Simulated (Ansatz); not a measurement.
Runs of Ansatz 0.2.0 on SrVO3. Symmetry: Pm-3m, No. 221, cubic system. Conventional cell: a = 3.841 Å, b = 3.841 Å, c = 3.841 Å, α = 90.00°, β = 90.00°, γ = 90.00°. Sr (site symmetry m-3m) is surrounded by 12 O at 2.72 Å. Around V (site symmetry m-3m) lie 6 O at 1.92 Å. O (site symmetry 4/mmm) has 2 V at 1.92 Å as nearest neighbours. 

```tsv
task	spin	cell	k mesh	smearing	points for each segment of the path	gap on the mesh (eV)	pressure (GPa)	moment (μB)
single point	collinear, ferromagnetic start	as given	7 × 7 × 7	gaussian 0.011 eV	-	none	2.4	0.10
relaxation of cell and atoms	collinear, ferromagnetic start	relaxed	7 × 7 × 7	fermi-dirac 0.05 eV	-	none	0.0	0.00
band structure	non-collinear, ferromagnetic start, SOC	as given	5 × 5 × 5	fermi-dirac 0.05 eV	14	none	(a)	0.76
band structure	collinear, ferromagnetic start	as given	7 × 7 × 7	fermi-dirac 0.05 eV	14	none	2.4	0.00
```

Alike in all rows: level PBE; potentials or basis Ansatz PAW; cutoff (eV) 420.

Estimate the missing entries.

(a) 3.3.

Caveats: semilocal functionals often make such compounds metallic where correlation or magnetic order opens a gap, which also shifts bond lengths; the starting moments weren't kept (some runs); the plane-wave basis is chosen anew once the cell has moved, so the energies of steps on either side of that aren't comparable (some runs); the thresholds are loose for stress (some runs).

A k mesh can miss the band edges, and rows without SOC leave out spin-orbit coupling on Sr.

A gap of «none» marks a metal or a gap under the smearing width.
